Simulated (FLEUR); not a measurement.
# SnSe (Fm-3m) in FLEUR: further runs

The runs below take SnSe through band structure, equation of state, with PBE.

All numbers are computed with FLEUR MaX-R8.1 (patched build s14); they aren't measurements. Logs are shortened: lines on timing, memory, paths and dates and some standing lists are left out, and cuts for length are marked.

## 1. The crystal as given

It takes space group Fm-3m (No. 225, cubic). The conventional cell has a = 6.020 Å, b = 6.020 Å, c = 6.020 Å, α = 90.00°, β = 90.00°, γ = 90.00°. Around Sn (site symmetry m-3m) lie 6 Se at 3.01 Å. Around Se (site symmetry m-3m) lie 6 Sn at 3.01 Å.

Measurements of this composition are mostly on another form, of space group No. 62.

## 2. Band structure, PBE

The input, inp.xml:

```xml
<?xml version="1.0" encoding="UTF-8" standalone="no"?>
<fleurInput fleurInputVersion="0.39">
   <comment>
      SnSe                                                                                                
   </comment>
   <calculationSetup>
      <cutoffs Kmax="5.0" Gmax="25.0" GmaxXC="25.0" numbands="0"/>
      <scfLoop itmax="60" minDistance="0.00001" maxIterBroyd="15" imix="Anderson" alpha="0.05" precondParam="0.0" spinf="2.0"/>
      <coreElectrons ctail="T" frcor="F" kcrel="0" coretail_lmax="0"/>
      <xcFunctional name="pbe" relativisticCorrections="F"/>
      <magnetism jspins="1"/>
      <soc l_soc="F" theta="0.0" phi="0.0" spav="F"/>
      <expertModes spex="0" secvar="F"/>
      <geometryOptimization l_f="F" forcealpha="1.0" forcemix="BFGS" epsdisp="0.00001" epsforce="0.00001"/>
      <ldaU l_linMix="F" mixParam="0.05" spinf="1.0"/>
   </calculationSetup>
   <cell>
      <bzIntegration valenceElectrons="38.0" mode="hist" fermiSmearingEnergy="0.00183747">
         <kPointListSelection listName="default-1"/>
         <!-- k-points included here -->
         <xi:include xmlns:xi="http://www.w3.org/2001/XInclude" href="kpts.xml"> </xi:include>
      </bzIntegration>
      <!-- symmetry operations included here -->
      <xi:include xmlns:xi="http://www.w3.org/2001/XInclude" href="sym.xml"> </xi:include>
      <bulkLattice scale="1.0">
[... 30 lines left out ...]
            <stateOccupation state="(4p1/2)" spinUp="0.666667" spinDown="0.666667"/>
            <stateOccupation state="(4p3/2)" spinUp="1.333333" spinDown="1.333333"/>
         </electronConfig>
         <energyParameters s="4" p="4" d="4" f="4"/>
         <lo type="SCLO" l="2" n="3" eDeriv="0"/>
         <lo type="SCLO" l="0" n="4" eDeriv="2"/>
         <lo type="SCLO" l="1" n="4" eDeriv="2"/>
         <lo type="SCLO" l="3" n="4" eDeriv="2"/>
      </species>
   </atomSpecies>
   <atomGroups>
      <atomGroup species="Tin (Sn)">
         <relPos label="                   1">.0000000000 .0000000000 .0000000000</relPos>
         <force calculate="T" relaxXYZ="TTT"/>
      </atomGroup>
      <atomGroup species="Selenium (Se)">
         <relPos label="                   2">1.000/2.000 1.000/2.000 1.000/2.000</relPos>
         <force calculate="T" relaxXYZ="TTT"/>
      </atomGroup>
   </atomGroups>
   <output dos="F" band="F" slice="F">
      <checks vchk="F" cdinf="F"/>
      <bandDOS minEnergy="-.5*Htr" maxEnergy="0.5*Htr" sigma="0.015" storeEVData="T"/>
      <vacuumDOS vacdos="F" integ="F" star="F" nstars="0" locx1="0.0" locy1="0.0" locx2="0.0" locy2="0.0" nstm="0" tworkf="0.0"/>
      <unfoldingBand unfoldBand="F" supercellX="1" supercellY="1" supercellZ="1"/>
      <plotting iplot="0" polar="F">
         <plot TwoD="T" vec1="  1.0  0.0  0.0" vec2="  0.0  1.0  0.0" vec3="  0.0  0.0  1.0" zero="  0.0  0.0  0.0" file="plot"/>
      </plotting>
      <chargeDensitySlicing numkpt="0" minEigenval="0.0" maxEigenval="0.0" nnne="0" pallst="F"/>
      <specialOutput eonly="F"/>
      <magneticCircularDichroism mcd="F" energyLo="-10.0" energyUp="0.0"/>
   </output>
  <!-- We include the file relax.xml here to enable relaxations (see documentation) -->
  <xi:include xmlns:xi="http://www.w3.org/2001/XInclude" href="relax.xml"> <xi:fallback/> </xi:include>
</fleurInput>
```

The input, crystal.txt:

```
SnSe
&input cartesian=F /
0.0000000000  3.0100000000  3.0100000000
3.0100000000  0.0000000000  3.0100000000
3.0100000000  3.0100000000  0.0000000000
1.8897261246
1.0 1.0 1.0

2
50 0.0000000000  0.0000000000  0.0000000000
34 0.5000000000  0.5000000000  0.5000000000

&kpt div1=8 div2=8 div3=8 gamma=T /
```

The input, inp.xml (bands):

```
<?xml version="1.0" encoding="UTF-8" standalone="no"?>
<fleurInput fleurInputVersion="0.39">
   <comment>
      SnSe                                                                                                
   </comment>
   <calculationSetup>
      <cutoffs Kmax="5.0" Gmax="25.0" GmaxXC="25.0" numbands="0"/>
      <scfLoop itmax="60" minDistance="0.00001" maxIterBroyd="15" imix="Anderson" alpha="0.05" precondParam="0.0" spinf="2.0"/>
      <coreElectrons ctail="T" frcor="F" kcrel="0" coretail_lmax="0"/>
      <xcFunctional name="pbe" relativisticCorrections="F"/>
      <magnetism jspins="1"/>
      <soc l_soc="F" theta="0.0" phi="0.0" spav="F"/>
      <expertModes spex="0" secvar="F"/>
      <geometryOptimization l_f="F" forcealpha="1.0" forcemix="BFGS" epsdisp="0.00001" epsforce="0.00001"/>
      <ldaU l_linMix="F" mixParam="0.05" spinf="1.0"/>
   </calculationSetup>
   <cell>
      <bzIntegration valenceElectrons="38.0" mode="hist" fermiSmearingEnergy="0.00183747">
         <kPointListSelection listName="path-1"/>
         <!-- k-points included here -->
         <xi:include xmlns:xi="http://www.w3.org/2001/XInclude" href="kpts.xml"> </xi:include>
      </bzIntegration>
      <!-- symmetry operations included here -->
      <xi:include xmlns:xi="http://www.w3.org/2001/XInclude" href="sym.xml"> </xi:include>
      <bulkLattice scale="1.0">
         <bravaisMatrix>
            <row-1>    0.0000000000000000     5.6880756350459993     5.6880756350459993</row-1>
[... 29 lines left out ...]
            <stateOccupation state="(4p3/2)" spinUp="1.333333" spinDown="1.333333"/>
         </electronConfig>
         <energyParameters s="4" p="4" d="4" f="4"/>
         <lo type="SCLO" l="2" n="3" eDeriv="0"/>
         <lo type="SCLO" l="0" n="4" eDeriv="2"/>
         <lo type="SCLO" l="1" n="4" eDeriv="2"/>
         <lo type="SCLO" l="3" n="4" eDeriv="2"/>
      </species>
   </atomSpecies>
   <atomGroups>
      <atomGroup species="Tin (Sn)">
         <relPos label="                   1">.0000000000 .0000000000 .0000000000</relPos>
         <force calculate="T" relaxXYZ="TTT"/>
      </atomGroup>
      <atomGroup species="Selenium (Se)">
         <relPos label="                   2">1.000/2.000 1.000/2.000 1.000/2.000</relPos>
         <force calculate="T" relaxXYZ="TTT"/>
      </atomGroup>
   </atomGroups>
   <output dos="F" band="T" slice="F">
      <checks vchk="F" cdinf="F"/>
      <bandDOS minEnergy="-.5*Htr" maxEnergy="0.5*Htr" sigma="0.015" storeEVData="T"/>
      <vacuumDOS vacdos="F" integ="F" star="F" nstars="0" locx1="0.0" locy1="0.0" locx2="0.0" locy2="0.0" nstm="0" tworkf="0.0"/>
      <unfoldingBand unfoldBand="F" supercellX="1" supercellY="1" supercellZ="1"/>
      <plotting iplot="0" polar="F">
         <plot TwoD="T" vec1="  1.0  0.0  0.0" vec2="  0.0  1.0  0.0" vec3="  0.0  0.0  1.0" zero="  0.0  0.0  0.0" file="plot"/>
      </plotting>
      <chargeDensitySlicing numkpt="0" minEigenval="0.0" maxEigenval="0.0" nnne="0" pallst="F"/>
      <specialOutput eonly="F"/>
      <magneticCircularDichroism mcd="F" energyLo="-10.0" energyUp="0.0"/>
   </output>
  <!-- We include the file relax.xml here to enable relaxations (see documentation) -->
  <xi:include xmlns:xi="http://www.w3.org/2001/XInclude" href="relax.xml"> <xi:fallback/> </xi:include>
</fleurInput>
```

Potentials or basis: all-electron, FLAPW.

Started as:

```
> inpgen -f crystal.txt -profile precise
> # inp.xml edited to the form shown
> fleur
> fleur   # second run, on inp.xml (bands)
```

The log of the run:

```text
Welcome to FLEUR        (www.flapw.de)
      MaX-Release 8.1          (www.max-centre.eu)

 ========== k-point set info ==========
 Selected k-point list: default-1
 k-point list type: mesh
 8 x 8 x 8
 Number of k points: 29

 ------------Calculation Setup---------------------------
 Number of OMP-threads    :            1
 Number of basis functions:          861
 Approximate size of matrices (H+S) per k-point:         0.011 GB
 --------------------------------------------------------
 Iteration:     1   Distance:       4.89255772 me/bohr^3
 Iteration:     2   Distance:       4.42225047 me/bohr^3
 Iteration:     3   Distance:       2.26206060 me/bohr^3
 Iteration:     4   Distance:       1.04921779 me/bohr^3
 Iteration:     5   Distance:       0.72859198 me/bohr^3
 Iteration:     6   Distance:       0.09152800 me/bohr^3
 Iteration:     7   Distance:       0.08576220 me/bohr^3
 Iteration:     8   Distance:       0.02629783 me/bohr^3
 Iteration:     9   Distance:       0.00483985 me/bohr^3
 Iteration:    10   Distance:       0.00596283 me/bohr^3
 Iteration:    11   Distance:       0.00061139 me/bohr^3
 Iteration:    12   Distance:       0.00030317 me/bohr^3
 Iteration:    13   Distance:       0.00006977 me/bohr^3
 Iteration:    14   Distance:       0.00000744 me/bohr^3

 ********************************************************************
 Run finished successfully
 Stop message:
   all done
 ********************************************************************
```

output (bands):

```text
Welcome to FLEUR        (www.flapw.de)
      MaX-Release 8.1          (www.max-centre.eu)

 ========== k-point set info ==========
 Selected k-point list: path-1
 k-point list type: path
 Number of k points: 60

 ------------Calculation Setup---------------------------
 Number of OMP-threads    :            1
 Number of basis functions:          861
 Approximate size of matrices (H+S) per k-point:         0.011 GB
 --------------------------------------------------------
 Fermi energy correction for metals:
 Fermi energy in bands.* files may not be consistent with last density.
 Please correct it manually (e.g. in band.gnu file).

 Note: Band structure data (together with different weights) is also stored in the banddos.hdf file.
       A convenient way of extracting and plotting the data from that file is by making use of the

 ********************************************************************
 Run finished successfully
 Stop message:
   Charge density postprocessing done.
 ********************************************************************
```

out.xml (last iteration):

```text
<iteration numberForCurrentRun="   14" overallNumber="   14">
         <energyParameters units="Htr">
            <atomicEP atomType="1" spin="1" branch="5s" branchLowest="-4.46" branchHighest="0.69" value="0.0288414505"/>
            <atomicEP atomType="1" spin="1" branch="5p" branchLowest="-2.84" branchHighest="1.30" value="0.2545421725"/>
            <atomicEP atomType="1" spin="1" branch="4d" branchLowest="-16.93" branchHighest="-0.47" value="-0.4815889533"/>
            <atomicEP atomType="1" spin="1" branch="4f" branchLowest="-9.99" branchHighest="1.82" value="0.6124572062"/>
            <loAtomicEP atomType="1" spin="1" branch="4s" branchLowest="-30.58" branchHighest="-4.46" value="-4.4652959195"/>
            <loAtomicEP atomType="1" spin="1" branch="4p" branchLowest="-25.20" branchHighest="-2.84" value="-2.8401407435"/>
            <loAtomicEP atomType="1" spin="1" branch="4p" branchLowest="-25.20" branchHighest="-2.84" value="-2.8401407435"/>
            <loAtomicEP atomType="1" spin="1" branch="4d" branchLowest="-16.93" branchHighest="-0.47" value="-0.4968584777"/>
            <loAtomicEP atomType="1" spin="1" branch="4f" branchLowest="-9.99" branchHighest="1.82" value="0.6124541572"/>
            <atomicEP atomType="2" spin="1" branch="4s" branchLowest="-7.35" branchHighest="0.16" value="-0.1740309823"/>
            <atomicEP atomType="2" spin="1" branch="4p" branchLowest="-5.12" branchHighest="0.77" value="0.1866125842"/>
            <atomicEP atomType="2" spin="1" branch="4d" branchLowest="-1.45" branchHighest="1.82" value="0.4824766199"/>
            <atomicEP atomType="2" spin="1" branch="4f" branchLowest="-9.99" branchHighest="2.72" value="0.6536485576"/>
            <loAtomicEP atomType="2" spin="1" branch="3d" branchLowest="-9.99" branchHighest="-1.45" value="-1.4542996124"/>
            <loAtomicEP atomType="2" spin="1" branch="4s" branchLowest="-7.35" branchHighest="0.16" value="-0.1740309823"/>
            <loAtomicEP atomType="2" spin="1" branch="4p" branchLowest="-5.12" branchHighest="0.77" value="0.1831072136"/>
            <loAtomicEP atomType="2" spin="1" branch="4f" branchLowest="-9.99" branchHighest="2.72" value="0.6536471347"/>
         </energyParameters>
         <eigenvalues>
            <eigenvaluesAt spin="1" ikpt="1" k_x="0.00000000" k_y="0.00000000" k_z="0.00000000">
                      -4.4652948878       -2.8400634327       -2.8400634327       -2.8400634327       -1.4542282824
                      -1.4542282824       -1.4541739305       -1.4541739305       -1.4541739305       -0.4965388507
[... 42 lines left out ...]
            <state n="1" l="0" j="0.5" energy="-1065.1212196788" weight="1.0000000000"/>
            <state n="2" l="0" j="0.5" energy="-160.3679682510" weight="1.0000000000"/>
            <state n="2" l="1" j="0.5" energy="-149.7641335538" weight="1.0000000000"/>
            <state n="2" l="1" j="1.5" energy="-141.2878833024" weight="2.0000000000"/>
            <state n="3" l="0" j="0.5" energy="-30.5845545096" weight="1.0000000000"/>
            <state n="3" l="1" j="0.5" energy="-26.2779364414" weight="1.0000000000"/>
            <state n="3" l="1" j="1.5" energy="-24.7300468511" weight="2.0000000000"/>
            <state n="3" l="2" j="1.5" energy="-17.1213951935" weight="2.0000000000"/>
            <state n="3" l="2" j="2.5" energy="-16.8018821541" weight="3.0000000000"/>
         </coreStates>
         <coreStates atomType="     2" atomicNumber=" 34" spin="1" kinEnergy="   2279.9857149868" eigValSum="  -1388.9743421040" lostElectrons=" 0.000020">
            <state n="1" l="0" j="0.5" energy="-458.9067484209" weight="1.0000000000"/>
            <state n="2" l="0" j="0.5" energy="-58.5399426429" weight="1.0000000000"/>
            <state n="2" l="1" j="0.5" energy="-52.4637231659" weight="1.0000000000"/>
            <state n="2" l="1" j="1.5" energy="-50.9290368514" weight="2.0000000000"/>
            <state n="3" l="0" j="0.5" energy="-7.3458201097" weight="1.0000000000"/>
            <state n="3" l="1" j="0.5" energy="-5.2681537934" weight="1.0000000000"/>
            <state n="3" l="1" j="1.5" energy="-5.0523546082" weight="2.0000000000"/>
         </coreStates>
         <allElectronCharges>
            <spinDependentCharge spin="1" total="84.0000000" interstitial="3.0539265" mtSpheres="80.9460735"/>
            <totalCharge value="83.9999999971"/>
         </allElectronCharges>
         <totalEnergy                                    value="    -8609.3571645485" units="Htr">
            <sumOfEigenvalues                            value="    -5131.1269038369">
               <coreElectrons value="-5086.5745612861"/>
               <valenceElectrons value="-44.5523425508"/>
            </sumOfEigenvalues>
            <densityCoulombPotentialIntegral value="-13794.5472854041"/>
            <densityEffectivePotentialIntegral value="-14124.9018778579"/>
            <chargeDenXCDenIntegral value="-253.3879674145"/>
            <FockExchangeEnergyValence value="0.0000000000"/>
            <FockExchangeEnergyCore value="0.0000000000"/>
            <atomTypeDependentContributions atomType="1">
               <electronNucleiInteractionDifferentMTs value="7485.5956041235"/>
               <MadelungTerm value="-24.7068101348"/>
            </atomTypeDependentContributions>
            <atomTypeDependentContributions atomType="2">
               <electronNucleiInteractionDifferentMTs value="2929.1131577715"/>
               <MadelungTerm value="-13.0549564233"/>
            </atomTypeDependentContributions>
            <tkbTimesEntropy value="0.0000018068"/>
            <freeEnergy value="-8609.3571663553"/>
            <extrapolationTo0K value="-8609.3571654519"/>
         </totalEnergy>
         <densityConvergence units="me/bohr^3">
            <chargeDensity spin="1" distance="0.0000074429"/>
         </densityConvergence>
      </iteration>
```

Wall time 100 s (1 thread of Intel Xeon 6975P-C (Granite Rapids), shared host); peak memory 0.16 GiB.

What came out:

| Quantity | Value |
| --- | --- |
| Free energy | -234272.5432 eV |
| Band gap along the path | 0.17 eV, direct |
| Valence electrons inside the program's atomic spheres | Sn 20.07; Se 14.87 (radii Sn 2.66, Se 2.56 bohr) |

Levels at the corners of the path, in eV from the valence-band top:
```
point  band 17  band 18  band 19  band 20  band 21  band 22
    Γ    -2.28    -2.28    -2.28     4.23     4.23     4.23
    X    -5.56    -3.73    -3.73     2.94     5.26     5.26
    W    -4.79    -4.79    -0.90     1.40     4.68     4.68
    K    -5.15    -3.25    -2.56     3.15     3.52     5.20
    Γ    -2.28    -2.28    -2.28     4.23     4.23     4.23
    L    -2.04    -2.04    -0.09     0.49     1.16     1.16
    U    -5.15    -3.25    -2.56     3.15     3.52     5.20
    W    -4.79    -4.79    -0.90     1.40     4.68     4.68
    L    -2.04    -2.04    -0.09     0.49     1.16     1.16
    K    -5.15    -3.25    -2.56     3.15     3.52     5.20
    U    -5.15    -3.25    -2.56     3.15     3.52     5.20
    X    -5.56    -3.73    -3.73     2.94     5.26     5.26
```

Core levels (eV from the Fermi level):
```tsv
atom	levels
1 Sn	1s1/2 -28991.8, 2s1/2 -4372.2, 2p1/2 -4083.7, 2p3/2 -3853.0, 3s1/2 -840.6, 3p1/2 -723.4, 3p3/2 -681.3, 3d3/2 -474.3, 3d5/2 -465.6
2 Se	1s1/2 -12495.9, 2s1/2 -1601.3, 2p1/2 -1436.0, 2p3/2 -1394.2, 3s1/2 -208.3, 3p1/2 -151.7, 3p3/2 -145.9
```

Caveat: spin-orbit coupling is left out, which moves the levels of the heavy elements.

[end of part 1 of 2]
